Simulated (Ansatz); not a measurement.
Runs of Ansatz 0.2.0 on Ti. Symmetry: P6/mmm, No. 191, hexagonal system. The conventional cell has a = 4.567 Å, b = 4.567 Å, c = 2.826 Å, α = 90.00°, β = 90.00°, γ = 120.00°. Ti (site symmetry -6m2) is surrounded by 11 Ti at 2.64 to 2.99 Å. Ti (site symmetry 6/mmm) has 14 Ti at 2.83 to 2.99 Å as nearest neighbours. This isn't the form of Ti at room conditions, which is hcp.

| level | cutoff (eV) | gap on the mesh (eV) | pressure (GPa) | relaxed volume (Å³/atom) |
| --- | --- | --- | --- | --- |
| RPBE | 420 | none | 0.0 | (b) |
| BLYP | 420 | none | 0.0 | 17.54 |
| revPBE | 420 | none | 0.0 | (a) |
| PBEsol | 420 | none | 0.0 | 16.47 |
| r2SCAN | 500 | none | 0.0 | 17.01 |
| LDA | 420 | none | 0.0 | 15.85 |

Alike in all rows: task relaxation of cell and atoms; potentials or basis Ansatz PAW; no spin polarisation; cell relaxed; k mesh 7 × 7 × 9; smearing fermi-dirac 0.05 eV.

Task: Fill in the values left out.

Result: (a) 17.51; (b) 17.65.

Caveats: the plane-wave basis is chosen anew once the cell has moved, so the energies of steps on either side of that aren't comparable; the PAW data sets come from PBE, with cores solved anew for the run's functional, which leaves a small shift of forces and pressure.

A gap of «none» marks a metal or a gap under the smearing width.

Runs at the PBE level aren't shown here.
